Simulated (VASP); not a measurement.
# Al (Fm-3m) in VASP: settings compared, part 2 of 2

VASP 6.6.1.

### 3 Single point, LDA

This run uses another cell than the first one, of 15.80 Å³/atom, 0.996 times its volume.

File INCAR:

```
SYSTEM = Al
PREC = Accurate ; ENCUT = 320
EDIFF = 1E-6 ; ISMEAR = -1
SIGMA = 0.05 ; LREAL = .False.
LASPH = .True. ; NELM = 60
ALGO = Normal ; ISIF = 2
LWAVE = .False. ; LCHARG = .False.
```

File KPOINTS:

```
regular mesh
0
Gamma
  6 6 6
  0 0 0
```

File POSCAR:

```
Al
1.0
    7.9660000000      0.0000000000      0.0000000000
    0.0000000000      7.9660000000      0.0000000000
    0.0000000000      0.0000000000      7.9660000000
Al
32
Direct
    0.0000000000      0.0000000000      0.0000000000
    0.0000000000      0.0000000000      0.5000000000
    0.0000000000      0.5000000000      0.0000000000
    0.0000000000      0.5000000000      0.5000000000
    0.5000000000      0.0000000000      0.0000000000
    0.5000000000      0.0000000000      0.5000000000
    0.5000000000      0.5000000000      0.0000000000
    0.5000000000      0.5000000000      0.5000000000
    0.0000000000      0.2500000000      0.2500000000
    0.0000000000      0.2500000000      0.7500000000
    0.0000000000      0.7500000000      0.2500000000
    0.0000000000      0.7500000000      0.7500000000
    0.5000000000      0.2500000000      0.2500000000
    0.5000000000      0.2500000000      0.7500000000
    0.5000000000      0.7500000000      0.2500000000
    0.5000000000      0.7500000000      0.7500000000
    0.2500000000      0.0000000000      0.2500000000
    0.2500000000      0.0000000000      0.7500000000
    0.2500000000      0.5000000000      0.2500000000
    0.2500000000      0.5000000000      0.7500000000
    0.7500000000      0.0000000000      0.2500000000
    0.7500000000      0.0000000000      0.7500000000
    0.7500000000      0.5000000000      0.2500000000
    0.7500000000      0.5000000000      0.7500000000
    0.2500000000      0.2500000000      0.0000000000
    0.2500000000      0.2500000000      0.5000000000
    0.2500000000      0.7500000000      0.0000000000
    0.2500000000      0.7500000000      0.5000000000
    0.7500000000      0.2500000000      0.0000000000
    0.7500000000      0.2500000000      0.5000000000
    0.7500000000      0.7500000000      0.0000000000
    0.7500000000      0.7500000000      0.5000000000
```

Potentials or basis: VASP PAW LDA potentials, release 64 (Al).

The run is started by

```
$ cat potpaw_LDA.64/Al/POTCAR > POTCAR
$ mpirun -np 1 vasp_std > vasp.out
```

OUTCAR:

```text
SYSTEM = Al
   PREC = Accurate
   ENCUT = 320
   EDIFF = 1E-6
   ISMEAR = -1
   LREAL = .False.
   LASPH = .True.
   NELM = 60
   ISIF = 2

 ion  position               nearest neighbor table
   1  0.000  0.000  0.000-   9 2.82  10 2.82  11 2.82  12 2.82  17 2.82  18 2.82  21 2.82  22 2.82
                            25 2.82  27 2.82  29 2.82  31 2.82
   2  0.000  0.000  0.500-   9 2.82  10 2.82  11 2.82  12 2.82  17 2.82  18 2.82  21 2.82  22 2.82
                            26 2.82  28 2.82  30 2.82  32 2.82
   3  0.000  0.500  0.000-   9 2.82  10 2.82  11 2.82  12 2.82  19 2.82  20 2.82  23 2.82  24 2.82
                            25 2.82  27 2.82  29 2.82  31 2.82
   4  0.000  0.500  0.500-   9 2.82  10 2.82  11 2.82  12 2.82  19 2.82  20 2.82  23 2.82  24 2.82
                            26 2.82  28 2.82  30 2.82  32 2.82
   5  0.500  0.000  0.000-  13 2.82  14 2.82  15 2.82  16 2.82  17 2.82  18 2.82  21 2.82  22 2.82
                            25 2.82  27 2.82  29 2.82  31 2.82
   6  0.500  0.000  0.500-  13 2.82  14 2.82  15 2.82  16 2.82  17 2.82  18 2.82  21 2.82  22 2.82
                            26 2.82  28 2.82  30 2.82  32 2.82
   7  0.500  0.500  0.000-  13 2.82  14 2.82  15 2.82  16 2.82  19 2.82  20 2.82  23 2.82  24 2.82
                            25 2.82  27 2.82  29 2.82  31 2.82
   8  0.500  0.500  0.500-  13 2.82  14 2.82  15 2.82  16 2.82  19 2.82  20 2.82  23 2.82  24 2.82
                            26 2.82  28 2.82  30 2.82  32 2.82
   9  0.000  0.250  0.250-   1 2.82   2 2.82   3 2.82   4 2.82  17 2.82  19 2.82  21 2.82  23 2.82
[... 33 lines left out ...]
  26  0.250  0.250  0.500-   2 2.82   4 2.82   6 2.82   8 2.82   9 2.82  10 2.82  13 2.82  14 2.82
                            17 2.82  18 2.82  19 2.82  20 2.82
  27  0.250  0.750  0.000-   1 2.82   3 2.82   5 2.82   7 2.82  11 2.82  12 2.82  15 2.82  16 2.82
                            17 2.82  18 2.82  19 2.82  20 2.82
  28  0.250  0.750  0.500-   2 2.82   4 2.82   6 2.82   8 2.82  11 2.82  12 2.82  15 2.82  16 2.82
                            17 2.82  18 2.82  19 2.82  20 2.82
  29  0.750  0.250  0.000-   1 2.82   3 2.82   5 2.82   7 2.82   9 2.82  10 2.82  13 2.82  14 2.82
                            21 2.82  22 2.82  23 2.82  24 2.82
  30  0.750  0.250  0.500-   2 2.82   4 2.82   6 2.82   8 2.82   9 2.82  10 2.82  13 2.82  14 2.82
                            21 2.82  22 2.82  23 2.82  24 2.82
  31  0.750  0.750  0.000-   1 2.82   3 2.82   5 2.82   7 2.82  11 2.82  12 2.82  15 2.82  16 2.82
                            21 2.82  22 2.82  23 2.82  24 2.82
  32  0.750  0.750  0.500-   2 2.82   4 2.82   6 2.82   8 2.82  11 2.82  12 2.82  15 2.82  16 2.82
                            21 2.82  22 2.82  23 2.82  24 2.82

[... 187 lines left out ...]

 Free energy of the ion-electron system (eV)
  ---------------------------------------------------
  ext. energy  EPLUGINS =         0.00000000
  ---------------------------------------------------
  free energy    TOTEN  =      -134.05429263 eV

  energy without entropy =     -133.92426616  energy(sigma->0) =     -133.98927940

 E-fermi :   8.2308     XC(G=0): -10.5061

 val. band max:        8.1945533738   @ k =   0.1667   0.1667   0.0000
 cond. band min:       8.2662725984   @ k =   0.5000   0.3333   0.0000
 fundamental gap:      0.0717192246
 Fermi energy:         8.2307711240

 k-point     1 :       0.0000    0.0000    0.0000
  band No.  band energies     occupation
      1      -3.1526      2.00000
      2      -0.8457      2.00000
      3      -0.8457      2.00000
      4      -0.8457      2.00000
      5      -0.8457      2.00000
      6      -0.8457      2.00000
[... 1249 lines left out ...]
     59      11.7639      0.00000
     60      11.7639      0.00000
 [bands above 60 left out]

------------------------ aborting loop because EDIFF is reached ----------------------------------------

  FORCE on cell =-STRESS in cart. coord.  units (eV):
  Direction    XX          YY          ZZ          XY          YZ          ZX
  --------------------------------------------------------------------------------------
  -------------------------------------------------------------------------------------
  Total       -0.0225013     -0.0225013     -0.0225013      0.0000000      0.0000000      0.0000000
  in kB       -0.0713178     -0.0713178     -0.0713178      0.0000000      0.0000000      0.0000000
  external PRESSURE =      -0.0713178 kB  Pullay stress =       0.0000000 kB

 VOLUME and BASIS-vectors are now :
 -----------------------------------------------------------------------------
  energy-cutoff  :      320.00
  volume of cell :      505.50
      direct lattice vectors                 reciprocal lattice vectors
     7.966000000  0.000000000  0.000000000     0.125533517  0.000000000  0.000000000
     0.000000000  7.966000000  0.000000000     0.000000000  0.125533517  0.000000000
     0.000000000  0.000000000  7.966000000     0.000000000  0.000000000  0.125533517

 POSITION                                       TOTAL-FORCE (eV/Angst)
 -----------------------------------------------------------------------------------
      0.00000      0.00000      0.00000        -0.000000      0.000000      0.000000
      0.00000      0.00000      3.98300         0.000000     -0.000000      0.000000
      0.00000      3.98300      0.00000        -0.000000      0.000000      0.000000
      0.00000      3.98300      3.98300        -0.000000     -0.000000     -0.000000
      3.98300      0.00000      0.00000         0.000000      0.000000     -0.000000
      3.98300      0.00000      3.98300        -0.000000     -0.000000      0.000000
[... 24 lines left out ...]
      5.97450      5.97450      0.00000         0.000000      0.000000      0.000000
      5.97450      5.97450      3.98300         0.000000      0.000000     -0.000000
 -----------------------------------------------------------------------------------
    total drift:                               -0.000000     -0.000000     -0.000000

  FREE ENERGIE OF THE ION-ELECTRON SYSTEM (eV)
  ---------------------------------------------------
  free  energy   TOTEN  =      -134.0542926341 eV

  energy  without entropy=     -133.9242661595  energy(sigma->0) =     -133.98927940
```

stdout:

```text
POSCAR found type information on POSCAR Al
 POSCAR found :  1 types and      32 ions
 scaLAPACK will be used
 -----------------------------------------------------------------------------
|                                                                             |
|                                                                             |
|     You have a (more or less) 'large supercell' and for larger cells it     |
|     might be more efficient to use real-space projection operators.         |
|     Therefore, try LREAL= Auto in the INCAR file.                           |
|     Mind: For very accurate calculation, you might also keep the            |
|     reciprocal projection scheme (i.e. LREAL=.FALSE.).                      |
|                                                                             |
 -----------------------------------------------------------------------------

 LDA part: xc-table for (Slater(with rela. corr.)+CA(PZ))
 , standard interpolation
 POSCAR, INCAR and KPOINTS ok, starting setup
 FFT: planning ... GRIDC
 FFT: planning ... GRID_SOFT
 FFT: planning ... GRID
 WAVECAR not read
 entering main loop
```

Wall time 2.9 min (1 thread of AMD EPYC 9R45 (Zen 5), shared host); peak memory 0.33 GiB.

What came out:

| Item | Value |
| --- | --- |
| Free energy | -134.0543 eV |
| Pressure | 0.0 GPa |
| Band gap on the k mesh | none (metal or under the smearing width) |

Levels at points of the mesh, in eV from the Fermi level:
```tsv
k point	band 45	band 46	band 47	band 48	band 49	band 50	band 51	band 52
(0.00, 0.00, 0.00)	-0.86	0.15	0.15	0.15	0.15	0.15	0.15	1.26
(0.50, 0.00, 0.00)	-0.33	-0.33	-0.33	-0.33	-0.33	-0.33	-0.33	-0.33
(0.50, 0.50, 0.00)	-0.34	-0.34	-0.34	-0.34	0.87	0.87	0.87	0.87
(0.50, 0.50, 0.50)	-0.75	-0.75	-0.75	-0.75	-0.75	-0.75	-0.75	-0.75
```

### 4 Single point, PBEsol

This run uses another cell than the first one, of 16.17 Å³/atom, 1.020 times its volume.

File INCAR:

```
SYSTEM = Al
  PREC = Accurate
  ENCUT = 320
  EDIFF = 1E-6
  ISMEAR = -1
  SIGMA = 0.05
  LREAL = .FALSE.
  LASPH = .TRUE.
  NELM = 80
  ALGO = Normal
  ISIF = 2
  LWAVE = .FALSE.
  LCHARG = .FALSE.
  GGA = PS
```

File KPOINTS:

```
regular mesh
0
G
  6 6 6
  0 0 0
```

POSCAR, as its differences from that of step 3:

```diff
@@ -2,5 +2,5 @@
 1.0
-    7.9660000000      0.0000000000      0.0000000000
-    0.0000000000      7.9660000000      0.0000000000
-    0.0000000000      0.0000000000      7.9660000000
+    8.0280000000      0.0000000000      0.0000000000
+    0.0000000000      8.0280000000      0.0000000000
+    0.0000000000      0.0000000000      8.0280000000
 Al
```

Potentials or basis: VASP PAW PBE potentials, release 64 (Al).

The run is started by

```
$ cat potpaw_PBE.64/Al/POTCAR > POTCAR
$ mpirun -np 1 vasp_std > vasp.out
```

Run time: 3.8 min. Hardware: 1 thread of Intel Xeon Platinum 8488C (Sapphire Rapids), shared host; peak memory 0.42 GiB.

Results (log left out):

```
Free energy            : -130.8501 eV
Pressure               : 0.0 GPa
Band gap on the k mesh : none (metal or under the smearing width)
```

Levels at points of the mesh, in eV from the Fermi level:
```csv
k point,band 46,band 47,band 48,band 49,band 50,band 51
"(0.00, 0.00, 0.00)",0.14,0.14,0.14,0.14,0.14,0.14
"(0.50, 0.00, 0.00)",-0.32,-0.32,-0.32,-0.32,-0.32,-0.32
"(0.50, 0.50, 0.00)",-0.34,-0.34,-0.34,0.86,0.86,0.86
"(0.50, 0.50, 0.50)",-0.75,-0.75,-0.75,-0.75,-0.75,-0.75
```

Caveat: the PAW data sets were made with another functional, which shifts forces and pressure a little.

### 5 Overview

| level | potentials or basis | cell | gap on the mesh (eV) | pressure (GPa) |
| --- | --- | --- | --- | --- |
| r2SCAN | VASP PAW PBE potentials, release 64 (Al) | Fm-3m, 15.86 Å³/atom | none | -0.1 |
| LDA | VASP PAW LDA potentials, release 64 (Al) | Fm-3m, 15.8 Å³/atom | none | 0.0 |
| PBEsol | VASP PAW PBE potentials, release 64 (Al) | Fm-3m, 16.17 Å³/atom | none | 0.0 |

Alike in all rows: task single point; no spin polarisation; k mesh 6 × 6 × 6; cutoff (eV) 320; smearing fermi-dirac 0.05 eV.

Caveats: the PAW data sets were made with another functional, which shifts forces and pressure a little (some runs).

Total energies depend on the potentials used, so only differences within one code and one set of settings carry meaning.
